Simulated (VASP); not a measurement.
Here is a VASP 6.6.1 calculation.

The input INCAR:

```
SYSTEM = GaSb
  PREC = Accurate
  ENCUT = 500
  EDIFF = 1E-6
  ISMEAR = 0
  SIGMA = 0.1
  LREAL = .False.
  LASPH = .True.
  NELM = 120
  ALGO = Normal
  ISIF = 2
  LWAVE = .False.
  LCHARG = .False.
  NBANDS = 21
  ISYM = 0
  GGA_COMPAT = .False.
```

Contents of KPOINTS:

```
Automatic mesh
0
Gamma
  8 6 16
  0 0 0
```

POSCAR

```
GaSb
1.0
    4.2780911400      0.0000000000      0.0000000000
    0.0000000000      6.0501345112      0.0000000000
    2.1390455700     -3.0250672556      2.1390455700
Ga Sb
1 1
Direct
    0.0000000000      0.0000000000      0.0000000000
    0.5000000000      0.2500000000      0.0000000000
```

Potentials or basis: VASP PAW LDA potentials, release 64 (Ga_d, Sb_d_GW).

Command:

```console
$ cat potpaw_LDA.64/Ga_d/POTCAR potpaw_LDA.64/Sb_d_GW/POTCAR > POTCAR
$ mpirun -np 1 vasp_std > vasp.out
```

**Question.** What does it give for the band gap on the k mesh?

**Answer.** 0.11 eV.

**Question.** Estimate the pressure.

**Answer.** 0.0 GPa.

Caveat: semilocal functionals underestimate gaps, and a narrow one can read as zero; spin-orbit coupling is left out, which moves the levels of the heavy elements.

**The experiment to reproduce.**

From a printed reference work, data compilation, for a bulk crystal of GaSb at 4.2 K: band gap 0.811 eV (direct).

Measured gap of GaSb: 0.811 eV (direct; 4.2 K; a printed reference work, data compilation). This calculation gives 0.11 eV (-0.70 eV). Spin-orbit coupling on Ga, Sb is left out. The value is that of LDA on a finite k mesh, which can miss the band edges, without temperature or zero-point motion. Semilocal functionals fall short of measured gaps as a rule.
